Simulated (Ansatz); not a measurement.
**Ga, one cell by several methods**

```yaml
crystal:
  lattice:
    - [1.39216, -4.05317, 0.00000]
    - [1.39216, 4.05317, 0.00000]
    - [-0.11823, 0.00000, 3.35198]
  atoms:
    - { symbol: Ga, position: [0.86900, 0.13100, 0.25000] }
    - { symbol: Ga, position: [0.13100, 0.86900, 0.75000] }
```

Atom numbers follow the list: Ga1, Ga2.

The conventional cell has a = 2.784 Å, b = 8.106 Å, c = 3.354 Å, α = 90.00°, β = 92.02°, γ = 90.00°. Ga (atom 1) is surrounded by 8 Ga at 2.71 to 2.94 Å.

The structure is an experimental refinement, used without relaxation. The listed cell was then made from it by scaling, straining or moving an atom.

Methods: DFT, PBE, PAW with Ansatz's default frozen-core files, scalar-relativistic (Ansatz 0.2.0); DFT, PBE, all-electron LAPW, scalar-relativistic (Ansatz 0.2.0).

For PAW: a Γ-centred 14×14×11 k mesh, Fermi–Dirac smearing of 0.05 eV, cutoff 420 eV, no spin polarisation. LAPW targets a basis error of 0.5 meV/atom. The Ansatz runs share mesh, smearing and spin set-up. Plane-wave (PAW) pressures include the program's estimate of the Pulay term.

Stress and pressure are positive in compression.

The change that made this cell: volume scaled by 1.02.

PAW results:

```
              quantity    PAW
        pressure (GPa)   0.66
       stress xx (GPa)   0.70
       stress yy (GPa)   0.83
       stress zz (GPa)   0.44
force on Ga1, y (eV/Å)  0.177
```

Task: What does LAPW (all electrons) give for the same quantities?

Result: 
```
              quantity   LAPW
        pressure (GPa)   0.68
       stress xx (GPa)   0.72
       stress yy (GPa)   0.85
       stress zz (GPa)   0.46
force on Ga1, y (eV/Å)  0.177
```
